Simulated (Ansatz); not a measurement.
**(16,0) blue phosphorene nanotube (64 atoms): geometry optimisation**

How does (16,0) blue phosphorene nanotube (64 atoms) relax, and what do bonds, charges and levels look like afterwards?

Program: Ansatz 0.2.0. Level of theory: Kohn-Sham DFT, PBE+D3(BJ), PAW (set soft_2), plane waves. Results are calculated unless marked as measured.

## (1) Starting point

The cell holds 64 atoms: 64 P. Cell: a = 26.945 Å, b = 26.945 Å, c = 5.681 Å, α = 90.0°, β = 90.0°, γ = 90.0°. It derives from P (blue phosphorene). Blue phosphorene sheet (a = 3.28 Å) rolled into a (16,0) tube of diameter 16.70 Å, 1 period, 9 Å of vacuum; not relaxed, displaced by a Gaussian of 0.02 Å. Vacuum lies along a and b. The structure repeats along c.

Limits known from the start: The cell is under 6 Å thick along one periodic direction, so every atom has periodic images of itself close by, which move with it and show among its neighbours and in g(r).

## (2) Single point at the start

The forces at the start show how far the geometry lies from a minimum of this functional.

Contents of input.yaml:

```yaml
crystal:
  lattice:
    - [26.9449, 0.0, 0.0]
    - [0.0, 26.9449, 0.0]
    - [0.0, 0.0, 5.68113]
  atoms:
    - { symbol: P, position: [0.83203, 0.49978, 0.33109] }
    - { symbol: P, position: [0.78085, 0.5564, 0.16921] }
    - { symbol: P, position: [0.80802, 0.62613, 0.33629] }
    - { symbol: P, position: [0.73833, 0.66021, 0.16515] }
    [... 54 atom lines left out ...]
    - { symbol: P, position: [0.807, 0.37138, 0.3316] }
    - { symbol: P, position: [0.78119, 0.44494, 0.16583] }
    - { symbol: P, position: [0.77705, 0.31536, 0.83725] }
    - { symbol: P, position: [0.76455, 0.39063, 0.65952] }
    - { symbol: P, position: [0.82635, 0.43515, 0.83235] }
    - { symbol: P, position: [0.78686, 0.50095, 0.66765] }
kpoints:
  mp_grid: { grid: [1, 1, 3] }
hamiltonian:
  xc: pbe
  dispersion: d3bj
scf:
  occupations: { method: gaussian, width: 0.05 }
output:
  forces: true
```

Started as:

```sh
$ ansatz run input.yaml --threads 4 --pin off --max-ram 8192MiB --backend cpu --events-out ev --progress --plain --runs-dir out
```

It took 59 s on 4 threads of Arm Neoverse V2, shared host; peak memory 4.9 GiB.

The program notes that it cut back its work space to fit the memory limit.

Numbers from this run:

```yaml
free_energy: -48373.9408 eV
free_energy_per_atom: -755.8428 eV/atom
scf_cycles: 10
r_m_s_force_component: 0.3016 eV/Å
longest_force: 0.9745 eV/Å
fermi_energy: -1.41 eV
```

The r.m.s. force component of 0.30 eV/Å sets the starting point.

Length of the force by element:

```tsv
element	coordination	atoms	mean length of the force (eV/Å)	spread	least	most
P	all	64	0.486	0.191	0.127	0.975
```

## (3) Relaxation

With the cell held, the atoms are moved downhill towards a nearby minimum.

input.yaml, as its differences from that of step 2:

```diff
@@ -16 +16,4 @@
   forces: true
+relax:
+  f_tol: 0.05
+  max_steps: 47
```

The job ended after 3 min (4 threads; peak memory 5 GiB; 12 min of CPU time).

The steps of the relaxation:

```tsv
step	energy less that of the first step (eV)	largest force component (eV/Å)
1	0.0000	0.9025
2	-0.3602	0.2745
3	-0.4549	0.0214
4	-0.4549	0.0214
```

The atoms that moved most (Å):

```tsv
atom	dx	dy	dz	length
P25	0.040	-0.038	-0.038	0.067
P55	-0.011	0.031	0.058	0.067
P40	0.029	0.056	0.000	0.063
P26	0.058	-0.006	-0.011	0.060
P48	-0.012	0.050	0.025	0.057
P58	-0.052	-0.014	-0.017	0.056
P16	0.016	-0.047	-0.022	0.054
P44	-0.046	0.006	0.025	0.053
```

The relaxation changed the energy by -7.11 meV/atom, and atoms moved by 0.038 Å r.m.s., 0.067 Å at most.

## (4) Structure statistics after relaxation

Bonds before and after, by the cutoffs listed below:

```tsv
pair	bonds before	bonds after	mean before (Å)	mean after (Å)	spread before (Å)	spread after (Å)
P-P	96	96	2.259	2.262	0.029	0.001
```

Normalised to the volume that the atoms fill. Pair distribution function in bins of 0.2 Å:

```tsv
r (Å)	total
2.20	8.15
2.40	0.00
2.60	0.00
2.80	0.00
3.00	1.53
3.20	2.71
3.40	3.20
3.60	0.49
3.80	0.00
4.00	2.67
4.20	0.00
4.40	0.00
4.60	0.00
4.80	0.00
5.00	1.09
5.20	2.14
5.40	0.97
5.60	0.88
5.80	0.03
6.00	1.18
6.20	0.00
6.40	0.68
6.60	0.63
6.80	1.50
7.00	0.58
7.20	0.00
7.40	0.00
7.60	0.73
```

Bonds by pair of elements; cutoffs follow the first minimum of g(r), held within bounds set by covalent radii, and pairs that aren't listed don't count as bonded:

```tsv
pair A-B	cutoff (Å)	bonds	mean length (Å)	spread (Å)	shortest (Å)	B about A	A about B
P-P	2.68	96	2.26	0.001	2.26	3	3
```

How many atoms have how many bonded neighbours:

```tsv
element	mean	3
P	3	64
```

Bond angles (no mean is given where the spread exceeds 20°):

```tsv
angle	count	mean (°)	spread (°)
P-P-P	192	92.8	5.5
```

By these cutoffs all P atoms have 3 bonded neighbours. The P-P-P angle averages 93° with a spread of 6°.

## (5) Single point at the relaxed geometry

The electronic structure is read at the final geometry, in a run of its own.

Contents of input.yaml:

```yaml
crystal:
  lattice:
    - [26.9449, 0.0, 0.0]
    - [0.0, 26.9449, 0.0]
    - [0.0, 0.0, 5.68113]
  atoms:
    - { symbol: P, position: [0.83268, 0.50001, 0.33301] }
    - { symbol: P, position: [0.78123, 0.55611, 0.16461] }
    - { symbol: P, position: [0.80774, 0.62755, 0.33211] }
    - { symbol: P, position: [0.73855, 0.65944, 0.16416] }
    [... 54 atom lines left out ...]
    - { symbol: P, position: [0.8069, 0.37283, 0.33378] }
    - { symbol: P, position: [0.78065, 0.44432, 0.16566] }
    - { symbol: P, position: [0.77622, 0.31525, 0.83376] }
    - { symbol: P, position: [0.76421, 0.39049, 0.66593] }
    - { symbol: P, position: [0.82594, 0.43508, 0.83355] }
    - { symbol: P, position: [0.78649, 0.50021, 0.66519] }
kpoints:
  mp_grid: { grid: [1, 1, 3] }
hamiltonian:
  xc: pbe
  dispersion: d3bj
scf:
  occupations: { method: gaussian, width: 0.05 }
output:
  forces: true
  populations: intrinsic
  dos:
    method: { smearing: { sigma: 0.08 } }
    de: 0.1
    projected: { site_lists: { P: [P] } }
  eigenvalues: true
  write_density: true
  write_potential: true
  volumetric_format: npy
```

Elapsed: 2.1 min, on 4 threads; peak memory 5.3 GiB; 8.2 min of CPU time.

The program notes that the exchange-correlation potential is rough where the density is thin.

The run gave:

```yaml
free_energy: -48374.3956 eV
free_energy_per_atom: -755.8499 eV/atom
scf_cycles: 9
r_m_s_force_component: 0.00658 eV/Å
longest_force: 0.02248 eV/Å
fermi_energy: -1.404 eV
spacing_of_highest_filled_and_lowest_empty_level: 1.847 eV
```

Intrinsic-atomic-orbital charges by element:

```tsv
element	coordination	atoms	mean charge (e)	spread	least	most
P	all	64	0	0.0103	-0.0107	0.0107
```

Density of states as counts of states in windows of 1 eV (from the Fermi level), total and the larger projections:

```tsv
from (eV)	to (eV)	total	P p	P s
-16	-15	3.1	0.5	2.6
-15	-14	15.3	3.9	11.4
-14	-13	17.1	5.3	11.8
-13	-12	17.7	5.3	12.3
-12	-11	9.7	2.8	6.8
-11	-10	9.8	3.8	5.9
-10	-9	15.3	6.2	8.9
-9	-8	16.6	5.1	11.2
-8	-7	23.3	8.2	14.8
-7	-6	5.1	4.8	0.1
-6	-5	24.5	21.8	2.2
-5	-4	39.1	33.0	5.3
-4	-3	34.1	30.3	3.0
-3	-2	32.2	28.2	3.2
-2	-1	54.3	45.0	8.3
-1	0	2.8	2.3	0.4
0	1	6.2	4.4	0.9
1	2	29.8	23.3	2.8
2	3	55.7	44.1	3.7
```

The curve was stored every 0.100 eV, coarse against its broadening of 0.08 eV, so these counts are rough.

The levels nearest the highest filled one (over half full), pooled over k-points and spins:

```tsv
level less the highest filled one (eV)	occupation
-0.0973	2
-0.0969	2
-0.0046	2
-0.0019	2
-5.0e-4	2
0	2
1.85	0
1.85	0
1.86	0
1.86	0
1.92	0
2.00	0
```

Intrinsic-atomic-orbital charges run from -0.01 to +0.01 e. The largest share in the top eV of filled states is P p (84 % of the projected weight), and in the lowest eV of empty states P p (87 % of the projected weight).

## (6) What came out

| Quantity | Value |
| --- | --- |
| energy change in the relaxation | -7.107 meV/atom |
| r.m.s. displacement | 0.038 Å |
| largest displacement | 0.067 Å |
| free energy per atom | -755.8499 eV/atom |
| r.m.s. force component | 0.00658 eV/Å |
| gap (highest filled to lowest empty level) | 1.847 eV |
| wall time of the 3 DFT runs | 6.2 min |

What this shows: Relaxation lowers the energy by 7.11 meV/atom and moves atoms by 0.038 Å r.m.s.; the r.m.s. force component goes from 0.30 to 0.0066 eV/Å. By the final cutoffs no bond was broken or made. The r.m.s. move is of the size of the random displacements put into the start (0.035 Å r.m.s. in three dimensions). From the first step to the last the energy fell by 0.455 eV, and the largest move was 0.07 Å (P25, with 1 other atom within 2 % of it). The P-P bonds go from 2.259 Å (spread 0.029) to 2.262 Å (spread 0.001). With the cutoffs above, all P atoms have 3 bonded neighbours. The highest filled and lowest empty levels differ by 1.85 eV on the run's k-points; the mesh holds the band edges only if they fold onto it, so the gap at this level can be narrower or closed, while semilocal functionals tend to narrow gaps against experiment.

[Logs are printed without paths, hosts, clocks, repeated set-up lines and the standing remarks that a program may print on its own settings, such as how far it seeks lower states.]

[Hosts, paths, dates, database ids (printed as entryN), source tags and the programs' standing remarks are cut or masked in the printed files.]
